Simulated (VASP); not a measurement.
**VASP 6.6.1 run: NaI**

INCAR

```
NSW = 0
SIGMA = 0.02
IBRION = -1
MAGMOM = 0.5 0.5
PREC = Accurate
NELM = 98
LREAL = .FALSE.
LCHARG = .FALSE.
ISIF = 2
ISMEAR = -1
NBANDS = 14
GGA = AM
LASPH = .TRUE.
LWAVE = .FALSE.
ENCUT = 520
ISPIN = 2
EDIFF = 1E-7
```

KPOINTS

```
KPOINTS created by Atomic Simulation Environment
0
Gamma
6 6 6
0 0 0
```

POSCAR

```
Na I
 1.0000000000000000
     0.1138545593000000    3.6570462404000001    3.6570462404000001
     3.6570462404000001    0.1138545593000000    3.6570462404000001
     3.6570462404000001    3.6570462404000001    0.1138545593000000
 Na  I
   1   1
Cartesian
  0.0235405917967054  0.0235405917967054  0.0235405917967054
  1.8334461682282941  1.8334461682282941  1.8334461682282941
```

The recommended PBE PAW datasets give the neutral cell 14 valence electrons.

Command

```
mpirun -np 1 vasp_std
```

OSZICAR

```
N       E                     dE             d eps       ncg     rms          rms(c)
DAV:   1     0.792091233908E+02    0.79209E+02   -0.60272E+03  1792   0.836E+02
DAV:   2     0.262730781807E+01   -0.76582E+02   -0.71520E+02  1888   0.196E+02
DAV:   3    -0.498060700656E+01   -0.76079E+01   -0.75625E+01  2308   0.614E+01
DAV:   4    -0.519928713714E+01   -0.21868E+00   -0.21862E+00  2318   0.109E+01
DAV:   5    -0.520383051852E+01   -0.45434E-02   -0.45433E-02  2484   0.151E+00    0.412E+00
DAV:   6    -0.518605934456E+01    0.17771E-01   -0.26032E-01  2050   0.458E+00    0.174E+00
DAV:   7    -0.520048554871E+01   -0.14426E-01   -0.92701E-02  1882   0.265E+00    0.968E-01
DAV:   8    -0.521140997965E+01   -0.10924E-01   -0.33857E-02  2152   0.118E+00    0.557E-01
DAV:   9    -0.521873756570E+01   -0.73276E-02   -0.51925E-03  1954   0.414E-01    0.313E-01
DAV:  10    -0.522243539049E+01   -0.36978E-02   -0.24502E-03  2032   0.293E-01    0.538E-02
DAV:  11    -0.522299546193E+01   -0.56007E-03   -0.37562E-04  2224   0.123E-01    0.507E-02
DAV:  12    -0.522331943862E+01   -0.32398E-03   -0.23336E-04  1966   0.804E-02    0.178E-02
DAV:  13    -0.522342813188E+01   -0.10869E-03   -0.12937E-04  2110   0.560E-02    0.944E-03
DAV:  14    -0.522343193104E+01   -0.37992E-05   -0.32765E-06  2266   0.128E-02    0.286E-03
DAV:  15    -0.522343471627E+01   -0.27852E-05   -0.23848E-06  2074   0.983E-03    0.180E-03
DAV:  16    -0.522343546774E+01   -0.75147E-06   -0.98525E-07  2074   0.628E-03    0.972E-04
DAV:  17    -0.522343553985E+01   -0.72116E-07   -0.54845E-08  2198   0.202E-03
   1 F= -.52234355E+01 E0= -.52234355E+01  d E =-.159492E-12  mag=     0.0000
```

Standard output (part)

```
POSCAR found type information on POSCAR NaI
 POSCAR found :  2 types and       2 ions
 LDA part: xc-table for (Slater+PW92), standard interpolation
 POSCAR, INCAR and KPOINTS ok, starting setup
 WAVECAR not read
 entering main loop
```

It converged. Results: pressure -0.1 GPa; magnetic moment of the cell 0.00 μB.

For comparison, a separate PBE run of the intended cell, on usual settings and not on those above, gives a gap of 3.69 eV on its mesh and a pressure of -0.2 GPa.

The run above took about 44 s on one core of a shared host (Intel Xeon 6975P-C) and held 0.31 GiB at most.
